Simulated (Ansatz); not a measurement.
A plane-wave DFT run in Ansatz 0.2.0 (scalar-relativistic PAW potentials unless the input names others): input and command.

```yaml
crystal:
  lattice:
    - [0.0, -3.0913387862, -3.0913387862]
    - [3.0913387862, 0.0, -3.0913387862]
    - [3.0913387862, -3.0913387862, 0.0]
  atoms:
    - { symbol: Hg, position: [0.0, 0.0, 0.0] }
    - { symbol: Se, position: [0.75, 0.75, 0.75] }
basis:
  ecutwfc: 500
kpoints:
  mp_grid: { grid: [12, 12, 12] }
hamiltonian:
  xc: r2scan
scf:
  occupations: { method: gaussian, width: 0.1 }
  algorithm: density_mixing
  initial_density: { chi_scale: 0.0 }
output:
  forces: true
  eigenvalues: true
  stress: true
```

```bash
ansatz run input.yaml --threads 2 --pin off --max-ram 5120MiB --backend cpu --events-out ev --progress --plain --runs-dir out
```

Abridged log:
```
Pseudopotentials: kind: paw
Pseudopotential: Hg, paw, valence charge 20, recommended cutoff 500 eV (meta_gga)
Pseudopotential: Se, paw, valence charge 16, recommended cutoff 500 eV (meta_gga)
Functional definition: r2SCAN
Crystal: 2 atoms, lattice volume = 59.084 Å³
Basis set: ecut = 500 eV, 1459 PW (Γ), exchange–correlation on 128×128×128 points (64 copies of the dense FFT grid, shifted against one another)
Bands: 22, of which v1, the nominal top of the filled ones, is band 18 counted from 1 (17 counted from 0)
Symmetry: 24 space group operations
Space group: F-43m (ITA 216), of the structure as read, at distance tolerance 3.9e-5 Å
k-points: 72 of 1728 (time reversal used)
Initial density: superposition of atomic densities (chi_scale 0, normalization cell)
Initial wavefunctions: pseudopotential atomic-orbital guess
Functional: x = r2scan, c = r2scan; τ floored in thin density (d = 2e-4 eV/Å³)
SCF iter   1: F=—  HF=-19306.674362 eV  |F-HF|=—  |Δ(HF+E_count)|=         —  Δρ=3.17e-2  dr2=9.59e-1  dr2_τ=6.98e-2  ethr=2.68e-3  ⟨swp⟩=1.0  Hψ=8802  notcnv=0
SCF iter   2: F=—  HF=-19306.477353 eV  |F-HF|=—  |Δ(HF+E_count)|=   1.97e-1  Δρ=1.54e-2  dr2=9.98e-2  dr2_τ=3.58e-2  ethr=2.66e-3  ⟨swp⟩=3.0  Hψ=2794  notcnv=0
SCF iter   3: F=—  HF=-19306.455127 eV  |F-HF|=—  |Δ(HF+E_count)|=   2.22e-2  Δρ=6.70e-3  dr2=1.27e-2  dr2_τ=2.38e-3  ethr=2.77e-4  ⟨swp⟩=2.7  Hψ=3594  notcnv=0
SCF iter   4: F=—  HF=-19306.459324 eV  |F-HF|=—  |Δ(HF+E_count)|=   4.20e-3  Δρ=1.77e-3  dr2=8.14e-4  dr2_τ=7.50e-5  ethr=3.53e-5  ⟨swp⟩=2.8  Hψ=2157  notcnv=0
SCF iter   5: F=—  HF=-19306.459596 eV  |F-HF|=—  |Δ(HF+E_count)|=   2.72e-4  Δρ=2.08e-4  dr2=8.68e-6  dr2_τ=1.97e-6  ethr=2.26e-6  ⟨swp⟩=2.0  Hψ=2228  notcnv=0
SCF iter   6: F=—  HF=-19306.459608 eV  |F-HF|=—  |Δ(HF+E_count)|=   1.26e-5  Δρ=5.13e-5  dr2=7.11e-7  dr2_τ=1.34e-7  ethr=2.41e-8  ⟨swp⟩=2.0  Hψ=2877  notcnv=0
SCF iter   7: F=-19306.459609 eV  HF=-19306.459609 eV  |F-HF|=1.70e-8  |Δ(HF+E_count)|=   4.29e-7  Δρ=6.86e-6  dr2=1.16e-8  dr2_τ=3.39e-9  ethr=2.78e-10  ⟨swp⟩=6.9  Hψ=7482  notcnv=0
SCF 1 converged in 7 iterations: F = -19306.459609 eV  dr2 = 1.16e-8
SCF converged after 7 iterations
Free energy (F): -19306.459609 eV
Harris-Foulkes:  -19306.459609 eV  (|F-HF|=1.70e-8)
Internal energy: -19306.459446 eV  (E = F + TS)
E sigma→0 (E₀):  -19306.459527 eV
Entropy (-TS):   -0.000163 eV (-0.081 meV/atom)
Fermi energy:    7.841064 eV
--- Forces (eV/Å), atoms counted from 1 ---
  atom   1  Hg     0.00000000     0.00000000     0.00000000
  atom   2  Se     0.00000000     0.00000000     0.00000000
--- Stress (GPa, compression-positive) ---
        0.012583       0.000000       0.000000
        0.000000       0.012583       0.000000
        0.000000       0.000000       0.012583
  P = ⅓ Tr σ = 0.0126 GPa (0.126 kbar)
```

Apart from outputs, empty bands and the relaxation, which only the reference makes, the input differs from a reference run on usual settings in scf.algorithm: not typed → "density_mixing"; scf.initial_density.chi_scale: not typed → 0.0. The reference, at the same geometry, ended its own course with pressure 0.01 GPa, largest force 0.000 eV/Å, no gap on the mesh. This run converged in 7 SCF iterations with an energy at zero smearing within 0.01 meV/atom of the reference's, pressure 0.01 GPa, largest force 0.000 eV/Å, no gap on the mesh.

The run took 8.2 s on 2 threads of AMD EPYC 7R43 64-Core Processor (Zen 3), on a shared host, peak memory 0.59 GiB.